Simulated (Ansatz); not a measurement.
## Au at a changed volume: Quadrupolar parameters

The cell is an entry of the Crystallography Open Database (COD), relaxed with PBE at fixed cell and then changed (volume scaled by 0.98, ions relaxed).

```
Au
1.0
     2.88054    0.00000    0.00000
    -1.44027    2.49462    0.00000
     0.00000    0.00000    4.84725
Au
2
Direct
  0.33333 0.66667 0.75000
  0.66667 0.33333 0.25000
```

Atom numbers follow the list; atoms alike are taken as one site, whose name carries the number of the first.

Level of theory: DFT, PBE, plane waves and PAW, scalar-relativistic, 420 eV cutoff, Γ-centred 18×18×10 k-points, Fermi–Dirac smearing 0.05 eV (Ansatz 0.2.0).

Conventions: |V_zz| ≥ |V_yy| ≥ |V_xx|, η = (V_xx − V_yy)/V_zz, C_Q = eQV_zz/h.

¹⁹⁷Au: I = 3/2, Q = 547.0 mb. Quadrupole moments are those of Pyykkö's year-2017 table.

**Question.** What field gradients does the calculation give at each kind of site?

**Answer.** 

```
site  atoms (order as listed)           first shell  V_zz (10²¹ V/m²)     η  C_Q (MHz)
  Au                     1, 2  12 Au at 2.88–2.94 Å              1.34  0.00       17.7
```

An axis of threefold or higher order runs through Au, so V_zz lies along it and η is zero.

The run finds no gap above 0.1 eV (a metal, or nearly one), so the gradients can move by 10 % or more with the k-mesh. Spin–orbit coupling is left out, which shifts gradients on Au by a few per cent in wide-gap crystals, and can shift them far more where the calculated gap is small or absent, as here. At this changed cell the PBE pressure is 5 GPa.
